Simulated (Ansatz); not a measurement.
BN: comparing deformations

Theory: DFT r2SCAN, scalar-relativistic, plane waves, PAW (Ansatz). Cutoff 500 eV, Γ-centred 12×12×6 k-points, Gaussian smearing of 0.05 eV. No spin polarisation. Energies are free energies at this smearing, counted from the undisturbed cell; pressure is positive in compression.

The undisturbed cell (relaxed at this level; this wurtzite form isn't the usual structure):

```yaml
crystal:
  lattice:
    - [2.54397, 0.00000, 0.00000]
    - [-1.27198, 2.20314, 0.00000]
    - [0.00000, 0.00000, 4.20774]
  atoms:
    - { symbol: B, position: [0.66667, 0.33333, 0.99980] }
    - { symbol: B, position: [0.33333, 0.66667, 0.49980] }
    - { symbol: N, position: [0.66667, 0.33333, 0.62520] }
    - { symbol: N, position: [0.33333, 0.66667, 0.12520] }
```

The cell is strained by ε times a Voigt pattern (xx, yy, zz, yz, xz, xy; engineering shear) with fractional coordinates fixed. τ = (1/V0) dE/dε comes from the stress tensor. Of each scan, only the three points used here are listed.

```csv
pattern,ε,τ (GPa)
"(0, 0, 0, 0, 1, 0)",-0.0075,-2.64
"(0, 0, 0, 0, 1, 0)",0.0000,0.00
"(0, 0, 0, 0, 1, 0)",0.0075,2.64
"(1, 1, 0, 0, 0, 0)",-0.0150,-35.36
"(1, 1, 0, 0, 0, 0)",0.0000,0.00
"(1, 1, 0, 0, 0, 0)",0.0150,31.47
"(0, 0, 1, 0, 0, 0)",-0.0150,-16.88
"(0, 0, 1, 0, 0, 0)",0.0000,0.00
"(0, 0, 1, 0, 0, 0)",0.0150,15.13
```

Q: Which constants do the scans give, and which deformation costs least for the same size of strain tensor?

A: The slope dτ/dε at zero (parabola through three points) is pᵀCp: (0, 0, 0, 0, 1, 0) gives C55 = 352 GPa; (1, 1, 0, 0, 0, 0) gives C11 + C22 + 2 C12 = 2228 GPa; (0, 0, 1, 0, 0, 0) gives C33 = 1067 GPa. The size of the strain tensor, ε:ε, is ε² times 0.5, 2.0, 1.0. Per unit of it the stiffnesses are 705, 1114, 1067 GPa, so (0, 0, 0, 0, 1, 0) is the softest of these: at ε:ε = (1 %)² the quadratic term costs 1.30 meV/atom against 2.05 for the stiffest. These are clamped-ion values.

Forces appear on the atoms along this scan, and letting them relax would lower the energy and soften the response.